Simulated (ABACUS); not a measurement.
Runs of ABACUS 3.10.1 on FeO (Wuestite). Symmetry: R-3m, No. 166, trigonal system. The conventional cell has a = 3.038 Å, b = 3.038 Å, c = 7.559 Å, α = 90.00°, β = 90.00°, γ = 120.00°. Around Fe (site symmetry -3m) lie 6 O at 2.16 Å. O (site symmetry -3m) is surrounded by 6 Fe at 2.16 Å. 

```tsv
task	potentials or basis	cutoff (eV)	SCF threshold on the density	eigensolver	gap on the mesh (eV)	pressure (GPa)	moment (μB)	V0 of scaled cells (Å³/atom)	B0 (GPa)
single point	PseudoDojo NC SR 0.4.1 PBE standard, plane waves	1225	1e-08	dav	none	-1.9	4.00	-	-
equation of state	PseudoDojo NC SR 0.4.1 PBE standard, plane waves	1225	1e-08	dav	-	-	-	9.97	(a)
equation of state	PseudoDojo NC SR 0.4.1 PBE standard, TZDP LCAO (the cutoffs set its grid)	1361	1e-07	genelpa	-	-	-	9.98	185
equation of state	PseudoDojo NC SR 0.4.1 PBE standard, DZP LCAO (the cutoffs set its grid)	1361	1e-07	genelpa	-	-	-	(b)	185
single point	PseudoDojo NC SR 0.4.1 PBE standard, DZP LCAO (the cutoffs set its grid)	1361	1e-07	genelpa	none	-1.3	4.00	-	-
single point	PseudoDojo NC SR 0.4.1 PBE standard, TZDP LCAO (the cutoffs set its grid)	1361	1e-07	genelpa	none	-1.6	4.00	-	-
```

Alike in all rows: level PBE; spin collinear, ferromagnetic start; cell as given; k mesh 11 × 11 × 11; smearing fermi-dirac 0.05 eV.

Question: Fill in the values left out.

Answer: (a) 186; (b) 10.00.

Caveats: the atomic orbitals were generated for these runs and aren't a published set (some runs); the basis of atomic orbitals isn't converged, which shifts pressures, moduli and gaps (some runs); a cell with one magnetic atom can't hold antiferromagnetic order, which such compounds often take (some runs); semilocal functionals often make such compounds metallic where correlation or magnetic order opens a gap, which also shifts bond lengths (some runs); the cell was scaled at fixed shape and fractional positions, which overstates the stiffness of a crystal with free parameters, most of all of layers and chains (some runs).

A k mesh can miss the band edges.

A gap of «none» marks a metal or a gap under the smearing width.

Not every run made on this cell is shown here.
